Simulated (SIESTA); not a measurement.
Runs of SIESTA 5.4.2 on KF (Carobbiite). Symmetry: Fm-3m, No. 225, cubic system. Conventional cell: a = 5.344 Å, b = 5.344 Å, c = 5.344 Å, α = 90.00°, β = 90.00°, γ = 90.00°. K (site symmetry m-3m) has 6 F at 2.67 Å as nearest neighbours. F (site symmetry m-3m) is surrounded by 6 K at 2.67 Å. 

```csv
task,level,potentials or basis,broadening (eV),window to (eV),polarisation,direction,optical mesh offset,gap on the mesh (eV),pressure (GPa),V0 of scaled cells (Å³/atom),B0 (GPa)
optical spectrum,PBE,"PseudoDojo 0.4 standard (PBE files), DZP (energy shift 0.003 Ry; two zetas on semicore shells; d shell added on K)",0.3 eV,40 eV,polarized,1.0 0.0 0.0,true,6.16,(c),-,-
band structure,BLYP,"PseudoDojo 0.4 standard (PBE files), DZP (energy shift 0.003 Ry; two zetas on semicore shells; d shell added on K)",-,-,-,-,-,6.19,1.9,-,-
equation of state,PBE,"PseudoDojo 0.4 standard (PBE files), DZP (energy shift 0.003 Ry; two zetas on semicore shells; d shell added on K)",-,-,-,-,-,-,-,(a),33
equation of state,PBEsol,"PseudoDojo 0.4 standard (PBEsol files), DZP (energy shift 0.003 Ry; two zetas on semicore shells; d shell added on K)",-,-,-,-,-,-,-,(b),39
band structure,PBEsol,"PseudoDojo 0.4 standard (PBEsol files), DZP (energy shift 0.003 Ry; two zetas on semicore shells; d shell added on K)",-,-,-,-,-,6.03,-1.3,-,-
```

Alike in all rows: no spin polarisation; cell as given; k mesh 9 × 9 × 9; smearing fermi-dirac 0.05 eV; grid cutoff 800 Ry; energy shift 0.003 Ry.

**Question.** Fill in the values left out.

**Answer.** (a) 19.56; (b) 18.39; (c) 0.9.

Caveats: the basis of atomic orbitals isn't converged, which shifts pressures, moduli and gaps; the basis holds too few empty states to meet the f-sum rule, so the spectrum is short of weight at high energy (some runs); an odd mesh through Γ misses points on the zone boundary, where band edges often lie (some runs); the potentials were made for another functional, which shifts forces and pressure (some runs).

Not every run made on this cell is shown here.
